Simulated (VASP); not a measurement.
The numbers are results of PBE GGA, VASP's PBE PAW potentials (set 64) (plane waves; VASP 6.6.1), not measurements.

VASP input:

File KPOINTS:
```
Automatic mesh
0
Gamma
1 1 1
0 0 0
```

INCAR:
```
SYSTEM=CsBr
PREC=Accurate; ENCUT=400; LREAL=.FALSE.
LASPH=.TRUE.
EDIFF=1E-6; NELM=100; ALGO=Normal
LMAXMIX=4
ISMEAR=0; SIGMA=0.05
GGA=PE
ISIF=2
LWAVE=.FALSE.; LCHARG=.FALSE.
```

### POSCAR
```
CsBr
8.580
  0.5000000000   0.0000000000   0.0000000000
  0.0000000000   0.5000000000   0.0000000000
  0.0000000000   0.0000000000   0.5000000000
Cs Br
1 1
Cartesian
  0.0000000000   0.0000000000   0.0000000000
  0.2500000000   0.2500000000   0.2500000000
```

POTCAR, in this order: Cs_sv Br (PBE.64 set). Program: vasp_std.

The resulting files:

**OSZICAR**
```
       N       E                     dE             d eps       ncg     rms          rms(c)
DAV:   1     0.970061686030E+02    0.97006E+02   -0.59125E+03    24   0.894E+02
DAV:   2     0.545290527226E+01   -0.91553E+02   -0.82414E+02    48   0.177E+02
DAV:   3    -0.230757139062E+01   -0.77605E+01   -0.77056E+01    32   0.555E+01
DAV:   4    -0.239980567896E+01   -0.92234E-01   -0.92223E-01    24   0.694E+00
DAV:   5    -0.240066024180E+01   -0.85456E-03   -0.85456E-03    32   0.627E-01    0.310E+00
DAV:   6    -0.180437755444E+01    0.59628E+00   -0.99094E-01    24   0.490E+00    0.187E+00
DAV:   7    -0.172102720412E+01    0.83350E-01   -0.70943E-01    24   0.417E+00    0.130E+00
DAV:   8    -0.173465673828E+01   -0.13630E-01   -0.52826E-02    24   0.165E+00    0.342E-01
DAV:   9    -0.173433718197E+01    0.31956E-03   -0.24205E-03    24   0.249E-01    0.213E-01
DAV:  10    -0.173459627718E+01   -0.25910E-03   -0.37996E-04    24   0.180E-01    0.176E-02
DAV:  11    -0.173459328346E+01    0.29937E-05   -0.23310E-05    24   0.250E-02    0.716E-03
DAV:  12    -0.173459259397E+01    0.68948E-06   -0.73785E-06    24   0.186E-02
   1 F= -.17345926E+01 E0= -.17345926E+01  d E =-.851654E-13
```

**OUTCAR**
```
------------------------ aborting loop because EDIFF is reached ----------------------------------------
  FORCE on cell =-STRESS in cart. coord.  units (eV):
  Direction    XX          YY          ZZ          XY          YZ          ZX
  --------------------------------------------------------------------------------------
  Total        9.0793266      9.0793266      9.0793266      0.0000000      0.0000000      0.0000000
  in kB      184.2435719    184.2435719    184.2435719      0.0000000      0.0000000      0.0000000
  external PRESSURE =     184.2435719 kB  Pullay stress =       0.0000000 kB
  volume of cell :       78.95
      direct lattice vectors                 reciprocal lattice vectors
     4.290000000  0.000000000  0.000000000     0.233100233  0.000000000  0.000000000
     0.000000000  4.290000000  0.000000000     0.000000000  0.233100233  0.000000000
     0.000000000  0.000000000  4.290000000     0.000000000  0.000000000  0.233100233
 POSITION                                       TOTAL-FORCE (eV/Angst)
 -----------------------------------------------------------------------------------
      0.00000      0.00000      0.00000         0.000000      0.000000      0.000000
      2.14500      2.14500      2.14500         0.000000      0.000000      0.000000
 -----------------------------------------------------------------------------------
    total drift:                                0.000000      0.000000      0.000000
  FREE ENERGIE OF THE ION-ELECTRON SYSTEM (eV)
  ---------------------------------------------------
  free  energy   TOTEN  =        -1.7345925940 eV

  energy  without entropy=       -1.7345925940  energy(sigma->0) =       -1.73459259
```
(Selected blocks of OUTCAR.)

The compound is CsBr in the CsCl type structure. The cell was not relaxed at this level. The k-mesh is coarse (spacing up to 1.46 per Å, 2π included), so the numbers may not be converged in it.
